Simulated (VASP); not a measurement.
Crystal: CdSe (Cadmoselite).

```
Cd Se
1.0
     4.30000    0.00000    0.00000
    -2.15000    3.72391    0.00000
     0.00000    0.00000    7.02000
Cd Se
2 2
Direct
  0.33333 0.66667 0.00000
  0.66667 0.33333 0.50000
  0.33333 0.66667 0.38500
  0.66667 0.33333 0.88500
```

| Item | Value |
| --- | --- |
| Program | VASP 6.6.1 |
| Task | relaxation of cell and atoms |
| Functional | r2SCAN |
| Potentials or basis | VASP PAW PBE potentials, release 64 (Cd, Se) |
| Cutoff | 600 eV |
| k mesh | 9 × 9 × 4 |
| Occupations | gaussian, width 0.03 eV |
| Spin | no spin polarisation |

At the start: pressure 1.8 GPa; volume 28.10 Å³/atom.

Problem. How do energy, volume and symmetry change on relaxing?

Solution. Over 7 steps the energy falls by 9.4 meV/atom and the volume is 28.99 Å³/atom (+3.1 %); space group P6_3mc (No. 186, to 0.05 Å).

Step by step:
| step | energy change (eV) | largest force (eV/Å) | pressure (GPa) | volume (Å³) |
| --- | --- | --- | --- | --- |
| 1 | 0.0000 | 0.2854 | 1.80 | 112.41 |
| 2 | -0.0302 | 0.0451 | -0.73 | 117.61 |
| 3 | -0.0333 | 0.0988 | -0.19 | 116.34 |
| 4 | -0.0350 | 0.0516 | -0.01 | 115.93 |
| 5 | -0.0352 | 0.0269 | 0.08 | 115.73 |
| 6 | -0.0362 | 0.0194 | 0.05 | 115.79 |
| 7 | -0.0376 | 0.0021 | -0.02 | 115.95 |

Final structure:
```
CELL_PARAMETERS angstrom
4.34714 0.00000 0.00000
-2.17357 3.76473 0.00000
0.00000 0.00000 7.08486
ATOMIC_POSITIONS crystal
Cd 0.33333 0.66667 0.00452
Cd 0.66667 0.33333 0.50452
Se 0.33333 0.66667 0.38048
Se 0.66667 0.33333 0.88048
```

Caveat: the PAW data sets were made with another functional, which shifts forces and pressure a little.
